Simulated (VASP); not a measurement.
Level of theory: HSE06 screened hybrid, VASP's PBE PAW potentials (set 64) (plane waves; VASP 6.6.1).

A VASP calculation is set up with these files.

**POSCAR**
```
CsI
4.7748420
  1.0000000000   0.0000000000   0.0000000000
  0.0000000000   1.0000000000   0.0000000000
  0.0000000000   0.0000000000   1.0000000000
Cs I
1 1
Cartesian
  0.0000000000   0.0000000000   0.0000000000
  0.5000000000   0.5000000000   0.5000000000
```

File KPOINTS:
```
Automatic mesh
0
Gamma
4 4 4
0 0 0
```

INCAR:
```
SYSTEM  =  CsI
PREC  =  Accurate; ENCUT  =  300; LREAL  =  .FALSE.
LASPH  =  .TRUE.; ISYM  =  3
EDIFF  =  1E-6; NELM  =  100; ALGO  =  Normal
LMAXMIX  =  4
ISMEAR  =  0; SIGMA  =  0.01
GGA  =  PE; LHFCALC  =  .TRUE.; AEXX  =  0.25
HFSCREEN  =  0.2; PRECFOCK  =  Fast
ISIF  =  2
LWAVE  =  .FALSE.; LCHARG  =  .FALSE.
```

POTCAR, in this order: Cs_sv I (PBE.64 set). Program: vasp_std.

Output

### OUTCAR
```
 ion  position               nearest neighbor table
   1  0.000  0.000  0.000-
   2  0.500  0.500  0.500-
  LATTYP: Found a simple cubic cell.
 ALAT       =     4.7748420000
 Subroutine PRICEL returns:
 Original cell was already a primitive cell.
 Subroutine GETGRP returns: Found 48 space group operations
The static configuration has the point symmetry O_h .
The dynamic configuration has the point symmetry O_h .
 Subroutine INISYM returns: Found 48 space group operations
 Subroutine IBZKPT returns following result:
 Found     10 irreducible k-points:

 Following reciprocal coordinates:
            Coordinates               Weight
  0.000000  0.000000  0.000000      1.000000
  0.250000  0.000000  0.000000      6.000000
  0.500000  0.000000  0.000000      3.000000
  0.250000  0.250000  0.000000     12.000000
  0.500000  0.250000  0.000000     12.000000
  0.500000  0.500000  0.000000      3.000000
  0.250000  0.250000  0.250000      8.000000
  0.500000  0.250000  0.250000     12.000000
  0.500000  0.500000  0.250000      6.000000
  0.500000  0.500000  0.500000      1.000000
 Subroutine IBZKPT_HF returns following result:
   k-points           NKPTS =     10   k-points in BZ     NKDIM =     64   number of bands    NBANDS=     12
   number of dos      NEDOS =    301   number of ions     NIONS =      2
   total plane-waves  NPLWV =  21952
   dimension x,y,z NGX =    28 NGY =   28 NGZ =   28
   dimension x,y,z NGXF=    56 NGYF=   56 NGZF=   56
   ions per type =               1   1
   PREC   = accura    normal or accurate (medium, high low for compatibility)
   ISTART =      0    job   : 0-new  1-cont  2-samecut
   ICHARG =      2    charge: 1-file 2-atom 10-const
   ISPIN  =      1    spin polarized calculation?
   LNONCOLLINEAR =      F non collinear calculations
   LSORBIT =      F    spin-orbit coupling
   INIWAV =      1    electr: 0-lowe 1-rand  2-diag
...
```

### OSZICAR
```
       N       E                     dE             d eps       ncg     rms          rms(c)
DAV:   1    -0.235173646303E+04   -0.23517E+04   -0.44678E+03   240   0.707E+02
DAV:   2    -0.243067129034E+04   -0.78935E+02   -0.75968E+02   348   0.145E+02
DAV:   3    -0.243727548643E+04   -0.66042E+01   -0.65941E+01   300   0.479E+01
DAV:   4    -0.243736875292E+04   -0.93266E-01   -0.93245E-01   308   0.748E+00
DAV:   5    -0.642279887938E+01    0.24309E+04   -0.68703E+00   240   0.168E+01    0.340E+00
DAV:   6    -0.633105433607E+01    0.91745E-01   -0.58916E-01   272   0.388E+00    0.355E+00
DAV:   7    -0.630743105845E+01    0.23623E-01   -0.10549E-01   276   0.147E+00    0.275E+00
DAV:   8    -0.630193617494E+01    0.54949E-02   -0.20184E-02   280   0.730E-01    0.175E+00
DAV:   9    -0.630027644727E+01    0.16597E-02   -0.35323E-03   288   0.351E-01    0.101E+00
DAV:  10    -0.629987814449E+01    0.39830E-03   -0.10403E-03   288   0.214E-01    0.556E-01
DAV:  11    -0.629987937687E+01   -0.12324E-05   -0.43019E-04   288   0.143E-01    0.293E-01
DAV:  12    -0.629996290596E+01   -0.83529E-04   -0.19391E-04   284   0.975E-02    0.151E-01
DAV:  13    -0.630003853823E+01   -0.75632E-04   -0.93053E-05   288   0.678E-02    0.788E-02
DAV:  14    -0.630009044221E+01   -0.51904E-04   -0.44864E-05   280   0.472E-02    0.430E-02
DAV:  15    -0.630012225468E+01   -0.31812E-04   -0.21593E-05   280   0.329E-02    0.258E-02
DAV:  16    -0.630014056967E+01   -0.18315E-04   -0.10336E-05   272   0.229E-02    0.173E-02
DAV:  17    -0.630015068970E+01   -0.10120E-04   -0.49515E-06   276   0.160E-02    0.125E-02
DAV:  18    -0.630015609719E+01   -0.54075E-05   -0.23731E-06   264   0.111E-02    0.922E-03
DAV:  19    -0.630015895466E+01   -0.28575E-05   -0.10624E-06   196   0.780E-03    0.664E-03
DAV:  20    -0.630016039483E+01   -0.14402E-05   -0.68338E-07   184   0.624E-03    0.504E-03
DAV:  21    -0.630016115208E+01   -0.75725E-06   -0.29803E-07   172   0.409E-03
   1 F= -.63001612E+01 E0= -.63001612E+01  d E =-.769863E-50
```

### OUTCAR
```
------------------------ aborting loop because EDIFF is reached ----------------------------------------
  FORCE on cell =-STRESS in cart. coord.  units (eV):
  Direction    XX          YY          ZZ          XY          YZ          ZX
  --------------------------------------------------------------------------------------
  Total       -0.5279219     -0.5279219     -0.5279219     -0.0000000     -0.0000000      0.0000000
  in kB       -7.7696821     -7.7696821     -7.7696821     -0.0000000     -0.0000000      0.0000000
  external PRESSURE =      -7.7696821 kB  Pullay stress =       0.0000000 kB
  volume of cell :      108.86
      direct lattice vectors                 reciprocal lattice vectors
     4.774842000  0.000000000  0.000000000     0.209431014  0.000000000  0.000000000
     0.000000000  4.774842000  0.000000000     0.000000000  0.209431014  0.000000000
     0.000000000  0.000000000  4.774842000     0.000000000  0.000000000  0.209431014
 POSITION                                       TOTAL-FORCE (eV/Angst)
 -----------------------------------------------------------------------------------
      0.00000      0.00000      0.00000         0.000000      0.000000      0.000000
      2.38742      2.38742      2.38742         0.000000      0.000000      0.000000
 -----------------------------------------------------------------------------------
    total drift:                                0.000035     -0.000015      0.000038
  FREE ENERGIE OF THE ION-ELECTRON SYSTEM (eV)
  ---------------------------------------------------
  free  energy   TOTEN  =        -6.3001611521 eV

  energy  without entropy=       -6.3001611521  energy(sigma->0) =       -6.30016115

  exchange ACFDT corr.  =         0.00000000  see jH, gK, PRB 81, 115126
```
(Selected blocks of OUTCAR.)

OUTCAR:
```
 val. band max:       -0.6228878423   @ k =   0.5000   0.5000   0.0000

 cond. band min:       3.8455555161   @ k =   0.0000   0.0000   0.0000


 Fermi energy:        -0.5193731133

 k-point     1 :       0.0000    0.0000    0.0000
  band No.  band energies     occupation
      1     -22.6734      2.00000
      2     -11.9849      2.00000
      3      -8.3792      2.00000
      4      -8.3792      2.00000
      5      -8.3792      2.00000
      6      -0.7300      2.00000
      7      -0.7300      2.00000
      8      -0.7300      2.00000
      9       3.8456      0.00000
     10       4.7047      0.00000
     11       4.7047      0.00000
     12       8.0570      0.00000

 k-point     2 :       0.2500    0.0000    0.0000
  band No.  band energies     occupation
      1     -22.6660      2.00000
      2     -11.9790      2.00000
      3      -8.4381      2.00000
      4      -8.3590      2.00000
      5      -8.3590      2.00000
      6      -1.4173      2.00000
      7      -0.7672      2.00000
      8      -0.7672      2.00000
      9       4.8861      0.00000
     10       5.0510      0.00000
     11       5.7138      0.00000
     12       7.9314      0.00000

 k-point     3 :       0.5000    0.0000    0.0000
  band No.  band energies     occupation
      1     -22.6585      2.00000
      2     -11.9745      2.00000
      3      -8.4898      2.00000
      4      -8.3385      2.00000
      5      -8.3385      2.00000
      6      -1.9504      2.00000
      7      -0.8061      2.00000
      8      -0.8061      2.00000
      9       5.6560      0.00000
     10       6.3418      0.00000
     11       6.6113      0.00000
     12       7.2550      0.00000

 k-point     4 :       0.2500    0.2500    0.0000
  band No.  band energies     occupation
      1     -22.6589      2.00000
      2     -11.9459      2.00000
      3      -8.5031      2.00000
      4      -8.4175      2.00000
      5      -8.3426      2.00000
      6      -1.4181      2.00000
...
```

At this cut-off the stress carries a Pulay error, which pulls relaxed volumes low. Unless said otherwise, spin-orbit coupling is left out, though it shifts the bands of the heavy elements here.

The structure comes from a computed database's CsI entry; how it stands against other phases isn't given here. The cell was not relaxed at this level. The run is one of a series of settings (HFRCUT removed, HFSCREEN = 0.2 against the base run), some of them coarse on purpose.
